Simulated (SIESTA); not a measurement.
A run of SIESTA 5.4.2 is set up as follows.

The input run.py:

```python
from ase import Atoms
from ase.calculators.siesta import Siesta
from ase.units import Ry, GPa

atoms = Atoms(
    ['Pb', 'Se'],
    cell=[
        [0.0, 3.06065, 3.06065],
        [3.06065, 0.0, 3.06065],
        [3.06065, 3.06065, 0.0],
    ],
    scaled_positions=[
        [0.0, 0.0, 0.0],
        [0.5, 0.5, 0.5],
    ],
    pbc=True,
)

fdf = {
    'SCFMustConverge': False,
    'OccupationFunction': 'FD',
    'ElectronicTemperature': '0.05 eV',
    'MaxSCFIterations': '120',
    'SCF.Mixer.Method': 'Pulay',
    'SCF.Mixer.Weight': '0.25',
    'SCF.Mixer.History': '8',
    'SCF.DM.Tolerance': '5.0e-05',
    'SCF.H.Tolerance': '1.0e-03 eV',
    'WriteForces': 'true',
    'Charge.Mulliken': 'end',
    'OpticalCalculation': 'true',
    'Optical.Energy.Minimum': '0.0 eV',
    'Optical.Energy.Maximum': '30 eV',
    'Optical.Broaden': '0.3 eV',
    'Optical.Mesh': ['6 6 6'],
    'Optical.OffsetMesh': 'true',
    'Optical.PolarizationType': 'unpolarized',
    'Optical.Vector': ['0.0 0.0 1.0'],
}
calc = Siesta(
    label="PbSe",
    command="siesta < PREFIX.fdf > PREFIX.out",
    pseudo_path="pseudos",
    pseudo_qualifier="",
    xc=('GGA', 'PBE'),
    basis_set="TZP",
    mesh_cutoff=500 * Ry,
    energy_shift=0.002 * Ry,
    kpts=[6, 6, 6],
    spin="non-polarized",
    fdf_arguments=fdf,
)
atoms.calc = calc

print(f"energy = {atoms.get_potential_energy():.6f} eV")
free = atoms.get_potential_energy(force_consistent=True)
print(f"free energy = {free:.6f} eV")
print("forces (eV/A):")
print(atoms.get_forces(apply_constraint=False).round(6))
print("stress (GPa, Voigt order, tension positive):", (atoms.get_stress() / GPa).round(4))
```

Potentials or basis: PseudoDojo 0.4 standard (PBE files), TZP (energy shift 0.002 Ry).

Run with:

```bash
$ python run.py
```

Task: Estimate the pressure.

Result: 3.7 GPa.

Task: Estimate the band gap on the k mesh.

Result: 0.40 eV, direct.

Dielectric function (mean over the directions given):
```csv
energy (eV),real part,imaginary part
0.27,17.84,0.00
1.26,25.14,5.84
2.34,20.27,38.82
3.33,-5.99,21.37
4.41,-6.45,3.60
5.40,-3.86,2.67
6.48,-1.09,1.51
7.47,-0.04,2.15
8.55,-1.00,2.93
9.54,-1.12,1.85
10.62,-1.01,1.83
11.61,-0.66,1.04
12.69,-0.47,0.84
13.68,-0.39,0.69
14.76,-0.02,0.23
15.75,0.28,0.28
16.83,0.44,0.17
17.82,0.74,0.26
18.90,0.85,0.79
19.98,0.47,0.69
```

Caveat: the basis holds too few empty states to meet the f-sum rule, so the spectrum is short of weight at high energy; semicore shells carry a single zeta, which can move pressures by several GPa and volumes by a few percent; spectra need much finer meshes, so this one isn't converged; independent-particle spectra lack excitons; spin-orbit coupling is left out, which as a rule narrows the gap of such compounds by several tenths of an eV; the basis of atomic orbitals isn't converged, which shifts pressures, moduli and gaps.

**Experimental background.**

From a printed reference work, monograph, for a bulk crystal of PbSe at 300 K: band gap 0.28 eV (direct).

Against the measured gap of PbSe, 0.28 eV (direct; 300 K; a printed reference work, monograph), the calculated 0.40 eV is off by +0.12 eV. 2 values of this kind are on record (0.15 to 0.28 eV); this one was drawn at random. Spin-orbit coupling on Pb, Se is left out. The value is that of PBE in an atomic basis (PseudoDojo 0.4 standard (PBE files), TZP (energy shift 0.002 Ry)), whose error adds to the functional's, on a finite k mesh, which can miss the band edges, without temperature or zero-point motion.
